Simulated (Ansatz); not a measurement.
# PbO (CsCl type): how the settings move a single-point run

Question: which choices in the input matter for PbO (CsCl type)?

Program: Ansatz 0.2.0. Level of theory: reference: DFT, PBE, all-electron LAPW, scalar-relativistic. These are calculated values, not measurements.

1 further run of the same task is left out (it didn't finish). Runs told in other sessions of the task aren't counted.

## (1) The structure to begin with

It takes space group Pm-3m (No. 221, cubic). The conventional cell has a = 2.711 Å, b = 2.711 Å, c = 2.711 Å, α = 90.00°, β = 90.00°, γ = 90.00°. Pb (site symmetry m-3m) is surrounded by 8 O at 2.35 Å. O (site symmetry m-3m) is surrounded by 8 Pb at 2.35 Å.

As a file:

```
CELL_PARAMETERS angstrom
2.71138 0.00000 0.00000
0.00000 2.71138 0.00000
0.00000 0.00000 2.71138
ATOMIC_POSITIONS crystal
Pb 0.00000 0.00000 0.00000
O 0.50000 0.50000 0.50000
```

## (2) The reference run

input.yaml

```yaml
crystal:
  lattice:
    - [2.711381088, 0.0, 0.0]
    - [0.0, 2.711381088, 0.0]
    - [0.0, 0.0, 2.711381088]
  atoms:
    - { symbol: Pb, position: [0.0, 0.0, 0.0] }
    - { symbol: O, position: [0.5, 0.5, 0.5] }
kpoints:
  mp_grid: { grid: [13, 13, 13] }
  band_path:
    path:
      - [0.0, 0.0, 0.0]
      - [0.0, 0.5, 0.0]
      - [0.5, 0.5, 0.0]
      - [0.0, 0.0, 0.0]
      - [0.5, 0.5, 0.5]
      - [0.0, 0.5, 0.0]
      - [0.5, 0.5, 0.5]
      - [0.5, 0.5, 0.0]
    npoints: 8
scf:
  occupations: { method: fermi_dirac, width: 0.05 }
hamiltonian:
  xc: pbe
  pseudopotentials: { kind: all_electron, lapw: { basis_error: 0.001 } }
output:
  forces: true
  stress: true
  eigenvalues: true
  populations: true
  dos: { projected: true, de: 0.2, e_range: [-14, 8] }
```

On the command line:

```console
ansatz run input.yaml --threads 1 --pin off --max-ram 2048MiB --backend cpu --events-out ev --progress --plain --runs-dir out
```

## (3) Changing settings: xc_grid 4

Edit input.yaml of step 2 so:

```diff
@@ -31,2 +31,3 @@
   populations: true
-  dos: { projected: true, de: 0.2, e_range: [-14, 8] }
+basis:
+  xc_grid: 4
```

What does the calculation give? Wanted: for each run, ending; energy change; pressure; gap; force.

**Answer**, as computed:

```
         run     ending  energy change  pressure (GPa)  gap (eV)  force (eV/Å)  cycles  time
   reference  converged              0           158.0      0.00          0.00       8  26 s
1: xc_grid 4  converged   0.0 meV/atom           158.0      0.00          0.00       8  27 s
```

Times don't compare one to one where runs were asked for different outputs or read a saved state (see the inputs); cycles may leave out searches for a lower state.

Residual by cycle in the longest SCF loop of each run; runs are numbered as in the table. The quantity is the density residual dr2, in eV.

```
cycle  reference    run 1
    1       2.62     2.62
    2      0.487    0.487
    3     0.0471   0.0471
    4     0.0125   0.0125
    5    0.00407  0.00407
    6     3.1e-5   3.1e-5
    7     3.5e-7   3.5e-7
    8     1.5e-9   1.5e-9
```

**Reading.** The changed input (numerical grids) leaves the energy the same to the digits printed. Semilocal functionals close small gaps, and spin-orbit coupling, left out here, moves these band edges, so the missing gap need not be the real solid's. The structure is not at rest: the sound run finds 158 GPa, so these are no properties of the relaxed crystal. 
